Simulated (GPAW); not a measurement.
Write an ASE script for GPAW 26.7.0 that does the following.

```yaml
Task: band structure
Functional: PBE
Potentials_or_basis: GPAW PAW data sets (gpaw-data 1.2.1)
Cutoff: 800 eV
Basis: pw
k_mesh: 4 × 4 × 7
Occupations: fermi-dirac, width 0.05 eV
Spin: no spin polarisation
Hubbard_terms: Ti d U = 8 eV
Maxiter: 150
Band_path: GXMGZRAZ,XR,MA
Band_points: 100
```

The structure of TiO2 lies in TiO2.xyz:

```xyz
6
Lattice="4.5998373239 0.0000000000 0.0000000000 0.0000000000 4.5998373239 0.0000000000 0.0000000000 0.0000000000 2.9592135600" Properties=species:S:1:pos:R:3 pbc="T T T"
Ti     0.0000000000      0.0000000000      1.4796067800
Ti     2.2999186620      2.2999186620      0.0000000000
O      1.3998285662      1.3998285662      1.4796067800
O      0.9000900958      3.6997472281      0.0000000000
O      3.6997472281      0.9000900958      0.0000000000
O      3.2000087577      3.2000087577      1.4796067800
```

The cell is a database's computed one.

These files were run (other wordings do the same):

run.py

```python
from ase.dft.bandgap import bandgap
from ase.io import read, write
from ase.units import GPa
from gpaw import GPAW, PW

atoms = read('TiO2.xyz')

calc = GPAW(mode=PW(800),
            xc='PBE',
            kpts={'size': (4, 4, 7), 'gamma': True},
            occupations={'name': 'fermi-dirac', 'width': 0.05},
            setups={'Ti': ':d,8.0'},
            nbands=43,
            convergence={'density': 1e-05, 'energy': 1e-05},
            maxiter=150,
            txt='gpaw.txt')
atoms.calc = calc
energy = atoms.get_potential_energy()
forces = atoms.get_forces()
stress = atoms.get_stress()
calc.write('gs.gpw')
write('result.traj', atoms)
print(f'Energy: {energy:.6f} eV')
print('Forces (eV/A):')
print(forces.round(4))
print('Stress (GPa):', (stress / GPa).round(3))
print('Fermi level:', round(calc.get_fermi_level(), 4), 'eV')
print(f'Gap: {bandgap(calc)[0]:.4f} eV, direct: {bandgap(calc, direct=True)[0]:.4f} eV')

path = atoms.cell.bandpath('GXMGZRAZ,XR,MA', npoints=100, eps=1e-4)
bs_calc = calc.fixed_density(kpts=path, symmetry='off', nbands=61,
                             convergence={'bands': 'CBM+6.0', 'eigenstates': 1e-6}, txt='bands.txt')
bs = bs_calc.band_structure()
bs.write('bs.json')
print(f'Gap on the path: {bandgap(bs_calc)[0]:.4f} eV')
```

Potentials or basis: GPAW PAW data sets (gpaw-data 1.2.1), pw.

Run with:

```sh
$ OMP_NUM_THREADS=1 python run.py
```

It gave:

```yaml
Pressure: 14.7 GPa
Largest_force: 0.154 eV/Å
Band_gap_on_the_k_mesh: 3.25 eV, indirect (least direct gap 3.32 eV)
Band_gap_along_the_path: 3.25 eV, indirect (least direct gap 3.32 eV)
```

It took 2.1 min on 1 thread of Intel(R) Xeon(R) 6975P-C (Granite Rapids) (shared host), peak memory 0.7 GiB.
